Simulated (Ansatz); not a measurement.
# SnSe: pressure up to the limit of the methods, part 2 of 3

Aim: compress SnSe (zincblende type) step by step, far beyond the usual range, and follow pressure and electronic structure. Methods of the runs shown: PAW. Its runs: cell relaxed at zero pressure (PAW); volume scaled by 1 (PAW); volume scaled by 0.94 (PAW); volume scaled by 0.88 (PAW and PAW (core large)); volume scaled by 0.8 (PAW); volume scaled by 0.72 (PAW); volume scaled by 0.64 (PAW); volume scaled by 0.55 (PAW and PAW (cutoff 800 eV)).

Ansatz 0.2.0; DFT LDA; a cell built from a prototype (zincblende type), not taken from measurement. The steps go on from the part before.

## 3. Volume scaled by 1, PAW

input.yaml reads:

```yaml
crystal:
  lattice:
    - [0.0, 3.2894618113, 3.2894618113]
    - [3.2894618113, 0.0, 3.2894618113]
    - [3.2894618113, 3.2894618113, 0.0]
  atoms:
    - { symbol: Sn, position: [0.0, 0.0, 0.0] }
    - { symbol: Se, position: [0.25, 0.25, 0.25] }
kpoints:
  mp_grid: { grid: [11, 11, 11] }
  band_path:
    path:
      - [0.0, 0.0, 0.0]
      - [-0.5, -0.5, 0.0]
      - [-0.375, -0.375, 0.25]
      - [-0.375, 0.0, 0.375]
      - [0.0, 0.0, 0.0]
      - [0.0, 0.0, 0.5]
      - [-0.5, -0.25, 0.25]
      - [-0.5, -0.5, 0.0]
    npoints: 8
scf:
  occupations: { method: fermi_dirac, width: 0.08 }
hamiltonian:
  xc: lda
  pseudopotentials: { kind: paw }
output:
  forces: true
  stress: true
  eigenvalues: true
  populations: true
  dos: { projected: true, de: 0.2, e_range: [-14, 8] }
```

Started as:

```sh
$ ansatz run input.yaml --threads 1 --pin off --max-ram 2048MiB --backend cpu --events-out ev --progress --plain --runs-dir out
```

The log of the run:

```text
Engine: ansatz 0.2.0
Pseudopotentials: kind: paw
Pseudopotential: Sn, paw, valence charge 14, recommended cutoff 420 eV (normal)
Pseudopotential: Se, paw, valence charge 16, recommended cutoff 420 eV (normal)
Functional definition: SPW92
  exchange = slater_x
  correlation = pw_c
Crystal: 2 atoms, lattice volume = 71.188 Å³
Basis set: ecut = 420 eV, 1411 PW (Γ)
Bands: 19, of which v1, the nominal top of the filled ones, is band 15 counted from 1 (14 counted from 0)
Symmetry: 24 space group operations
Space group: F-43m (ITA 216), of the structure as read, at distance tolerance 4.1e-5 Å
k-points: 56 of 1331 (time reversal used)
Non-local potential: Sn, projectors of the file, l = 0: 2, l = 1: 2, l = 2: 2, l = 3: 2
Non-local potential: Se, projectors of the file, l = 0: 2, l = 1: 2, l = 2: 3, l = 3: 1
PAW form: soft (Blöchl's): semilocal exchange-correlation on the pseudo side does not see the compensation charge
PAW frozen core: Sn, regenerated for the run's functional, and the local potential with it (the file was generated under x = pbe(κ = 0.804, μ = 0.2195149727645171), c = pbe(β = 0.06672455060314922))
PAW frozen core: Se, regenerated for the run's functional, and the local potential with it (the file was generated under x = pbe(κ = 0.804, μ = 0.2195149727645171), c = pbe(β = 0.06672455060314922))
PAW one-centre angular grid: Sn, 590 points (default); XC on 64 Gauss nodes
PAW one-centre angular grid: Se, 590 points (default); XC on 64 Gauss nodes
Initial density: superposition of atomic densities (neutral atoms: chi_scale 0, normalization atom), corrected by the library's trained network
Initial wavefunctions: pseudopotential atomic-orbital guess
Functional: x = slater, c = lda
SCF iter   1: F=—  HF=-11262.937833 eV  |F-HF|=—  |Δ(HF+E_count)|=         —  Δρ=4.18e-3  dr2=5.55e-3  ethr=1.77e-3  ⟨swp⟩=5.9  Hψ=5285  notcnv=0
preconditioner: auto → none  [metal: Δε(μ)=0.039 eV  Ē_g=16.837 eV  σ=0.080 eV  W_gap=0.12  n_scr=14 (ndim 8)  ℏωp=19.7 eV  f_vac=0.175  D(μ)=0.60/eV (n_scr^D=0)  sad-step TF]
SCF iter   2: F=—  HF=-11262.934138 eV  |F-HF|=—  |Δ(HF+E_count)|=   3.69e-3  Δρ=2.25e-3  dr2=1.80e-3  ethr=1.85e-5  ⟨swp⟩=2.5  Hψ=2069  notcnv=0
SCF iter   3: F=—  HF=-11262.933454 eV  |F-HF|=—  |Δ(HF+E_count)|=   6.84e-4  Δρ=1.95e-4  dr2=1.55e-5  ethr=6.00e-6  ⟨swp⟩=2.0  Hψ=1529  notcnv=0
SCF iter   4: F=—  HF=-11262.933450 eV  |F-HF|=—  |Δ(HF+E_count)|=   3.74e-6  Δρ=9.57e-5  dr2=9.24e-6  ethr=5.18e-8  ⟨swp⟩=2.0  Hψ=1914  notcnv=0
SCF iter   5: F=—  HF=-11262.933447 eV  |F-HF|=—  |Δ(HF+E_count)|=   2.88e-6  Δρ=4.25e-5  dr2=2.77e-6  ethr=3.08e-8  ⟨swp⟩=2.0  Hψ=1908  notcnv=0
SCF iter   6: F=—  HF=-11262.933447 eV  |F-HF|=—  |Δ(HF+E_count)|=   6.42e-7  Δρ=8.87e-6  dr2=1.00e-7  ethr=9.23e-9  ⟨swp⟩=2.0  Hψ=1205  notcnv=0
SCF iter   7: F=-11262.933447 eV  HF=-11262.933447 eV  |F-HF|=4.38e-10  |Δ(HF+E_count)|=   5.37e-9  Δρ=2.11e-6  dr2=3.81e-9  ethr=3.33e-10  ⟨swp⟩=5.1  Hψ=3672  notcnv=0
SCF 1 converged in 7 iterations: F = -11262.933447 eV  dr2 = 3.81e-9
NSCF: frozen V_eff on 57 k-points
SCF converged after 7 iterations
Free energy (F): -11262.933447 eV
Harris-Foulkes:  -11262.933447 eV  (|F-HF|=4.38e-10)
Internal energy: -11262.920953 eV  (E = F + TS)
E sigma→0 (E₀):  -11262.927200 eV
Entropy (-TS):   -0.012494 eV (-6.247 meV/atom)
Fermi energy:    5.872966 eV
--- Per-component energies (eV) ---
  E_band       = -575.872277
  E_kinetic    = 305.029843
  E_local      = -4051.154459  (includes V_loc(G=0)·N_el)
  E_nonlocal   = -617.764903
  E_hartree    = 2059.976106
  E_xc         = -482.880250
  E_vxc        = -196.995321  (∫ρ·V_xc dr)
  E_paw        = -5817.654508  (= ΣΔE_a)
  E_vpaw       = -134.941073  (= ΣTr[D̂ρ^β])
  E_aug_tail   = -0.000584  (compensation charges beyond the density's cutoff)
  E_ewald      = -2661.114458
  E_core_change = 2.642261  (= ΣΔE_core)
  E_smearing   = -0.012494  (= −TS)
  E_closure    = -0.000000  (closes the sum)
  Σ components = -11262.933447   (vs F -11262.933447, Δ=0.00e0)
--- Forces (eV/Å), atoms counted from 1 ---
  atom   1  Sn    -0.00000000     0.00000000     0.00000000
  atom   2  Se     0.00000000    -0.00000000     0.00000000
  max |Σ_I F_I| component: 4.07e-16 eV/Å
--- Stress (GPa, compression-positive) ---
       -0.040753       0.000000      -0.000000
        0.000000      -0.040753       0.000000
       -0.000000       0.000000      -0.040753
  P = ⅓ Tr σ = -0.0408 GPa (-0.408 kbar)
--- Band table (eV; the first three rows and the last of 56) ---
  k-point 0: bands = ["-42.0426", "-42.0426", "-42.0426", "-42.0407", "-42.0407", "-15.7576", "-15.7576", "-15.7576", "-15.7362", "-15.7362", "-7.7992", "0.5966", "3.4432", "3.4432", "3.4432", "7.3163", "7.3163", "7.3163", "10.5482"]
  k-point 1: bands = ["-42.0426", "-42.0426", "-42.0426", "-42.0407", "-42.0407", "-15.7581", "-15.7573", "-15.7573", "-15.7362", "-15.7362", "-7.7620", "0.3614", "3.3872", "3.3872", "3.5613", "7.2857", "7.4126", "7.4126", "10.9200"]
  k-point 2: bands = ["-42.0425", "-42.0425", "-42.0425", "-42.0407", "-42.0407", "-15.7593", "-15.7563", "-15.7563", "-15.7361", "-15.7361", "-7.6580", "-0.1762", "3.2491", "3.2491", "3.7234", "7.4202", "7.6444", "7.6444", "11.6798"]
  k-point 55: bands = ["-42.0426", "-42.0425", "-42.0425", "-42.0407", "-42.0407", "-15.7666", "-15.7523", "-15.7487", "-15.7374", "-15.7347", "-7.0588", "-1.8080", "1.6880", "2.0078", "5.9066", "7.4401", "8.1251", "9.8438", "11.1958"]
--- Löwdin populations: 2 sites ---
  site symbol       q [e]
     0     Sn     13.6601
     1     Se     16.2769
  spilling = 0.002102 (of n_electrons = 30.000000)
```

Wall time 14 s (1 thread of Arm Neoverse V1, shared host); peak memory 0.37 GiB.

Read from it: pressure -0.04 GPa; no gap.

Levels at the path's labelled points, in eV from the Fermi level:

```tsv
point	band 12	band 13	band 14	band 15	band 16	band 17	band 18
Γ	-5.28	-2.43	-2.43	-2.43	1.44	1.44	1.44
X	-7.74	-3.76	-3.76	-0.65	-0.20	4.60	4.60
U	-7.68	-4.27	-3.54	-0.52	1.17	3.50	3.80
K	-7.68	-4.27	-3.54	-0.52	1.17	3.50	3.80
Γ	-5.28	-2.43	-2.43	-2.43	1.44	1.44	1.44
L	-7.45	-3.00	-3.00	-2.29	2.23	2.23	3.48
W	-7.69	-4.10	-4.01	0.15	1.64	2.07	3.94
X	-7.74	-3.76	-3.76	-0.65	-0.20	4.60	4.60
```

States per cell in windows of 1 eV (zero at the Fermi level; grid of 0.20 eV, so sharp peaks spill over the borders):

```tsv
from	to	total	Se 4p	Sn 5p	Sn 5s
-10	-9	0.00	0.00	0.00	0.00
-9	-8	0.00	0.00	0.00	0.00
-8	-7	1.49	0.40	0.03	1.02
-7	-6	0.44	0.10	0.01	0.29
-6	-5	0.07	0.01	0.00	0.05
-5	-4	0.45	0.28	0.16	0.00
-4	-3	2.72	1.85	0.82	0.02
-3	-2	0.86	0.67	0.17	0.01
-2	-1	0.70	0.39	0.15	0.12
-1	0	1.23	0.72	0.18	0.26
0	1	0.51	0.07	0.36	0.02
1	2	1.38	0.23	0.97	0.04
2	3	2.19	0.52	1.42	0.02
3	4	1.53	0.41	0.90	0.02
4	5	0.43	0.11	0.24	0.00
```

## 4. Volume scaled by 0.94, PAW

input.yaml reads:

```yaml
crystal:
  lattice:
    - [0.0, 3.2223110955, 3.2223110955]
    - [3.2223110955, 0.0, 3.2223110955]
    - [3.2223110955, 3.2223110955, 0.0]
  atoms:
    - { symbol: Sn, position: [0.0, 0.0, 0.0] }
    - { symbol: Se, position: [0.25, 0.25, 0.25] }
kpoints:
  mp_grid: { grid: [11, 11, 11] }
scf:
  occupations: { method: fermi_dirac, width: 0.08 }
hamiltonian:
  xc: lda
  pseudopotentials: { kind: paw }
output:
  forces: true
  stress: true
  eigenvalues: true
  populations: true
```

Started as:

```sh
$ ansatz run input.yaml --threads 1 --pin off --max-ram 2048MiB --backend cpu --events-out ev --progress --plain --runs-dir out
```

The log of the run, shortened:

```text
[...]
[... 4 set-up lines as earlier in the session ...]
[...]
Crystal: 2 atoms, lattice volume = 66.916 Å³
Basis set: ecut = 420 eV, 1291 PW (Γ)
Bands: 19, of which v1, the nominal top of the filled ones, is band 15 counted from 1 (14 counted from 0)
[...]
  P = ⅓ Tr σ = 2.3236 GPa (23.236 kbar)
--- Band table (eV; the first three rows and the last of 56) ---
  k-point 0: bands = ["-41.4967", "-41.4967", "-41.4967", "-41.4943", "-41.4943", "-15.0548", "-15.0548", "-15.0548", "-15.0261", "-15.0261", "-7.4550", "1.4867", "3.9860", "3.9860", "3.9860", "8.0260", "8.0260", "8.0260", "11.3703"]
[...]
--- Löwdin populations: 2 sites ---
  site symbol       q [e]
     0     Sn     13.6811
     1     Se     16.2460
  spilling = 0.002431 (of n_electrons = 30.000000)
```

Wall time 11 s (1 thread of Arm Neoverse V1, shared host); peak memory 0.37 GiB.

This run gives: pressure 2.32 GPa; no gap.

## 5. Volume scaled by 0.88, PAW

input.yaml, as its differences from that of step 4:

```diff
@@ -2,5 +2,5 @@
   lattice:
-    - [0.0, 3.2223110955, 3.2223110955]
-    - [3.2223110955, 0.0, 3.2223110955]
-    - [3.2223110955, 3.2223110955, 0.0]
+    - [0.0, 3.1522385283, 3.1522385283]
+    - [3.1522385283, 0.0, 3.1522385283]
+    - [3.1522385283, 3.1522385283, 0.0]
   atoms:
@@ -20 +20,5 @@
   populations: true
+  write_density: true
+  write_potential: true
+  elf: true
+  volumetric_format: npy
```

Started as:

```sh
$ ansatz run input.yaml --threads 1 --pin off --max-ram 2048MiB --backend cpu --events-out ev --progress --plain --runs-dir out
```

The log of the run, shortened:

```text
[...]
[... 4 set-up lines as earlier in the session ...]
[...]
Crystal: 2 atoms, lattice volume = 62.645 Å³
Basis set: ecut = 420 eV, 1243 PW (Γ)
Bands: 19, of which v1, the nominal top of the filled ones, is band 15 counted from 1 (14 counted from 0)
[...]
  P = ⅓ Tr σ = 5.4448 GPa (54.448 kbar)
--- Band table (eV; the first three rows and the last of 56) ---
  k-point 0: bands = ["-40.8863", "-40.8863", "-40.8863", "-40.8831", "-40.8831", "-14.2840", "-14.2840", "-14.2840", "-14.2457", "-14.2457", "-7.0753", "2.4962", "4.6066", "4.6066", "4.6066", "8.8204", "8.8204", "8.8204", "12.3038"]
[...]
--- Löwdin populations: 2 sites ---
  site symbol       q [e]
     0     Sn     13.7029
     1     Se     16.2115
  spilling = 0.002852 (of n_electrons = 30.000000)
```

Wall time 11 s (1 thread of Arm Neoverse V1, shared host); peak memory 0.36 GiB.

In short: pressure 5.44 GPa; no gap.

The fields are shown in the conventional cell of this run's space group, carried over from its grid by interpolation.

Density in a lattice plane of the grid's cell (edges 6.30 and 6.30 Å, at 0.000 of the third edge), which holds Sn.

Ten even steps from ' ' (0.01 e/Å³) to '@' (16.44 e/Å³):
```
**==..                                      ..==
....                                          ..
                                                
                                                
                                                
                                                
                                                
                      ......                    
                    ..==**==..                  
                    --##@@##--                  
                    ..==**==..                  
                      ......                    
                                                
                                                
                                                
                                                
                                                
....                                          ..
**==..                                      ..==
@@##--                                      --##
```
Columns run along the first of these edges and rows up along the second, over one cell in 24 and 20 even steps from the bottom left corner. Atoms in the plane (fractional): Sn at (0.00, 0.00), Sn at (0.50, 0.50).

ELF in the same plane.

Ten even steps from ' ' (0.00) to '@' (0.36):
```
  ..++@@@@%%++--....          ....--++%%@@@@++..
++**@@@@%%##++==--::..      ..::--==++##%%@@@@**
@@@@@@%%%%##****++--::......::--++****##%%%%@@@@
@@%%%%######%%%%**==--::::::--==**%%%%######%%%%
**++++++##%%@@%%##++++++**++++++##%%@@%%##++++++
::::--==**%%%%######%%%%@@%%%%######%%%%**==--::
....::--++****##%%%%@@@@@@@@@@%%%%##****++--::..
    ..::--==++##%%@@@@**++**@@@@%%##++==--::..  
      ....--++%%@@@@++..  ..++@@@@%%++--....    
        ..--**%%@@@@--      --@@@@%%**--..      
      ....--++%%@@@@++..  ..++@@@@%%++--....    
    ..::--==++##%%@@@@**++**@@@@%%##++==--::..  
....::--++****##%%%%@@@@@@@@@@%%%%##****++--::..
::::--==**%%%%######%%%%@@%%%%######%%%%**==--::
**++++++##%%@@%%##++++++**++++++##%%@@%%##++++++
@@%%%%######%%%%**==--::::::--==**%%%%######%%%%
@@@@@@%%%%##****++--::......::--++****##%%%%@@@@
++**@@@@%%##++==--::..      ..::--==++##%%@@@@**
  ..++@@@@%%++--....          ....--++%%@@@@++..
    --@@@@%%**--..              ..--**%%@@@@--  
```
Columns run along the first of these edges and rows up along the second, over one cell in 24 and 20 even steps from the bottom left corner. Atoms in the plane (fractional): Sn at (0.00, 0.00), Sn at (0.50, 0.50).

Both are smooth fields of the valence electrons: close to the nuclei they are not physical.

The highest ELF values outside the cores: 0.80 in the shell around Se, 0.8 Å from Se.

## 6. Volume scaled by 0.88, PAW (core large)

input.yaml, as its differences from that of step 5:

```diff
@@ -14,3 +14,3 @@
   xc: lda
-  pseudopotentials: { kind: paw }
+  pseudopotentials: { kind: paw, core: large }
 output:
@@ -19,6 +19 @@
   eigenvalues: true
-  populations: true
-  write_density: true
-  write_potential: true
-  elf: true
-  volumetric_format: npy
```

Started as:

```sh
$ ansatz run input.yaml --threads 1 --pin off --max-ram 2048MiB --backend cpu --events-out ev --progress --plain --runs-dir out
```

The log of the run, shortened:

```text
[...]
[... 2 set-up lines as earlier in the session ...]
Pseudopotential: Se, paw, valence charge 6, recommended cutoff 420 eV (normal)#standard-large-core
[... 1 set-up line as earlier in the session ...]
[...]
Crystal: 2 atoms, lattice volume = 62.645 Å³
Basis set: ecut = 420 eV, 1243 PW (Γ)
Bands: 14, of which v1, the nominal top of the filled ones, is band 10 counted from 1 (9 counted from 0)
[...]
  atom   2  Se     0.00000000     0.00000000     0.00000000
[...]
--- Stress (GPa, compression-positive) ---
        5.470221      -0.000000       0.000000
       -0.000000       5.470221       0.000000
       -0.000000       0.000000       5.470221
  P = ⅓ Tr σ = 5.4702 GPa (54.702 kbar)
--- Band table (eV; the first three rows and the last of 56) ---
  k-point 0: bands = ["-15.1796", "-15.1796", "-15.1796", "-15.1411", "-15.1411", "-7.9673", "1.6076", "3.7105", "3.7105", "3.7105", "7.9220", "7.9220", "7.9220", "11.4065"]
[...]
```

It took 6.8 s on 1 thread of Arm Neoverse V1, shared host; peak memory 0.33 GiB.

This run gives: pressure 5.47 GPa; no gap.

## 7. Volume scaled by 0.8, PAW

input.yaml reads:

```yaml
crystal:
  lattice:
    - [0.0, 3.0536658424, 3.0536658424]
    - [3.0536658424, 0.0, 3.0536658424]
    - [3.0536658424, 3.0536658424, 0.0]
  atoms:
    - { symbol: Sn, position: [0.0, 0.0, 0.0] }
    - { symbol: Se, position: [0.25, 0.25, 0.25] }
kpoints:
  mp_grid: { grid: [11, 11, 11] }
scf:
  occupations: { method: fermi_dirac, width: 0.08 }
hamiltonian:
  xc: lda
  pseudopotentials: { kind: paw }
output:
  forces: true
  stress: true
  eigenvalues: true
  populations: true
```

Started as:

```sh
$ ansatz run input.yaml --threads 1 --pin off --max-ram 2048MiB --backend cpu --events-out ev --progress --plain --runs-dir out
```

The log of the run, shortened:

```text
[...]
[... 4 set-up lines as earlier in the session ...]
[...]
Crystal: 2 atoms, lattice volume = 56.950 Å³
Basis set: ecut = 420 eV, 1139 PW (Γ)
Bands: 19, of which v1, the nominal top of the filled ones, is band 15 counted from 1 (14 counted from 0)
[...]
  P = ⅓ Tr σ = 11.3991 GPa (113.991 kbar)
--- Band table (eV; the first three rows and the last of 56) ---
  k-point 0: bands = ["-39.9316", "-39.9316", "-39.9316", "-39.9271", "-39.9271", "-13.1262", "-13.1262", "-13.1262", "-13.0695", "-13.0695", "-6.4911", "4.0775", "5.5963", "5.5963", "5.5963", "10.0458", "10.0458", "10.0458", "13.7666"]
[...]
--- Löwdin populations: 2 sites ---
  site symbol       q [e]
     0     Sn     13.7303
     1     Se     16.1621
  spilling = 0.003588 (of n_electrons = 30.000000)
```

It took 8.4 s on 1 thread of Arm Neoverse V1, shared host; peak memory 0.36 GiB.

In short: pressure 11.40 GPa; no gap.

## 8. Volume scaled by 0.72, PAW

input.yaml, as its differences from that of step 7:

```diff
@@ -2,5 +2,5 @@
   lattice:
-    - [0.0, 3.0536658424, 3.0536658424]
-    - [3.0536658424, 0.0, 3.0536658424]
-    - [3.0536658424, 3.0536658424, 0.0]
+    - [0.0, 2.9482819549, 2.9482819549]
+    - [2.9482819549, 0.0, 2.9482819549]
+    - [2.9482819549, 2.9482819549, 0.0]
   atoms:
@@ -20 +20,5 @@
   populations: true
+  write_density: true
+  write_potential: true
+  elf: true
+  volumetric_format: npy
```

Started as:

```sh
$ ansatz run input.yaml --threads 1 --pin off --max-ram 2048MiB --backend cpu --events-out ev --progress --plain --runs-dir out
```

The log of the run, shortened:

```text
[...]
[... 4 set-up lines as earlier in the session ...]
[...]
Crystal: 2 atoms, lattice volume = 51.255 Å³
Basis set: ecut = 420 eV, 965 PW (Γ)
Bands: 19, of which v1, the nominal top of the filled ones, is band 15 counted from 1 (14 counted from 0)
[...]
  P = ⅓ Tr σ = 20.8856 GPa (208.856 kbar)
--- Band table (eV; the first three rows and the last of 56) ---
  k-point 0: bands = ["-38.7416", "-38.7416", "-38.7416", "-38.7350", "-38.7350", "-11.7747", "-11.7747", "-11.7747", "-11.6902", "-11.6902", "-5.7757", "6.0156", "6.8479", "6.8479", "6.8479", "11.5229", "11.5229", "11.5229", "15.5569"]
[...]
--- Löwdin populations: 2 sites ---
  site symbol       q [e]
     0     Sn     13.7491
     1     Se     16.1139
  spilling = 0.004564 (of n_electrons = 30.000000)
```

Run time: 8 s. Hardware: 1 thread of Arm Neoverse V1, shared host; peak memory 0.35 GiB.

Result: pressure 20.89 GPa; no gap.

The fields are shown in the conventional cell of this run's space group, carried over from its grid by interpolation.

Density in a lattice plane of the grid's cell (edges 5.90 and 5.90 Å, at 0.000 of the third edge), which holds Sn.

Values in e/Å³, 12 rows by 12 columns:
```
 5.72  2.28  0.38  0.13  0.06  0.03  0.03  0.03  0.06  0.13  0.38  2.28
 0.55  0.38  0.21  0.13  0.09  0.06  0.05  0.06  0.09  0.13  0.21  0.38
 0.13  0.13  0.13  0.14  0.13  0.13  0.13  0.13  0.13  0.14  0.13  0.13
 0.05  0.06  0.09  0.13  0.21  0.38  0.55  0.38  0.21  0.13  0.09  0.06
 0.03  0.03  0.06  0.13  0.38  2.28  5.72  2.28  0.38  0.13  0.06  0.03
 0.02  0.03  0.05  0.13  0.55  5.72 16.48  5.72  0.55  0.13  0.05  0.03
 0.03  0.03  0.06  0.13  0.38  2.28  5.72  2.28  0.38  0.13  0.06  0.03
 0.05  0.06  0.09  0.13  0.21  0.38  0.55  0.38  0.21  0.13  0.09  0.06
 0.13  0.13  0.13  0.14  0.13  0.13  0.13  0.13  0.13  0.14  0.13  0.13
 0.55  0.38  0.21  0.13  0.09  0.06  0.05  0.06  0.09  0.13  0.21  0.38
 5.72  2.28  0.38  0.13  0.06  0.03  0.03  0.03  0.06  0.13  0.38  2.28
16.48  5.72  0.55  0.13  0.05  0.03  0.02  0.03  0.05  0.13  0.55  5.72
```
Columns run along the first of these edges and rows up along the second, over one cell in 12 and 12 even steps from the bottom left corner. Atoms in the plane (fractional): Sn at (0.00, 0.00), Sn at (0.50, 0.50).

ELF in the same plane.

Ten even steps from ' ' (0.00) to '@' (0.35):
```
    ==%%@@%%**==::......  ......::==**%%@@%%==  
==++%%@@@@%%**++==::::......::::==++**%%@@@@%%++
@@@@@@@@%%%%##**++==--::..::--==++**##%%%%@@@@@@
@@%%%%%%%%%%@@%%##++==------==++##%%@@%%%%%%%%@@
##****##%%@@@@@@%%##****##****##%%@@@@@@%%##****
----==++##%%@@%%%%%%%%%%@@@@%%%%%%%%@@%%##++==--
..::--==++**##%%%%@@@@@@@@@@@@@@%%%%##**++==--::
....::::==++**%%@@@@%%++==++%%@@@@%%**++==::::..
  ......::==**%%@@%%==      ==%%@@%%**==::......
    ....::==##%%@@##::      ::##@@%%##==::....  
  ......::==**%%@@%%==      ==%%@@%%**==::......
....::::==++**%%@@@@%%++==++%%@@@@%%**++==::::..
..::--==++**##%%%%@@@@@@@@@@@@@@%%%%##**++==--::
----==++##%%@@%%%%%%%%@@@@%%%%%%%%%%@@%%##++==--
##****##%%@@@@@@%%##****##****##%%@@@@@@%%##****
@@@@%%%%%%%%@@%%##++==------==++##%%@@%%%%%%%%%%
@@@@@@@@%%%%##**++==--::..::--==++**##%%%%@@@@@@
==++%%@@@@%%**++==::::......::::==++**%%@@@@%%++
    ==%%@@%%**==::......  ......::==**%%@@%%==  
    ::##@@%%##==::....      ....::==##%%@@##::  
```
Columns run along the first of these edges and rows up along the second, over one cell in 24 and 20 even steps from the bottom left corner. Atoms in the plane (fractional): Sn at (0.00, 0.00), Sn at (0.50, 0.50).

Both are smooth fields of the valence electrons: close to the nuclei they are not physical.

The highest ELF values outside the cores: 0.79 in the shell around Se, 0.8 Å from Se.

[end of part 2 of 3]
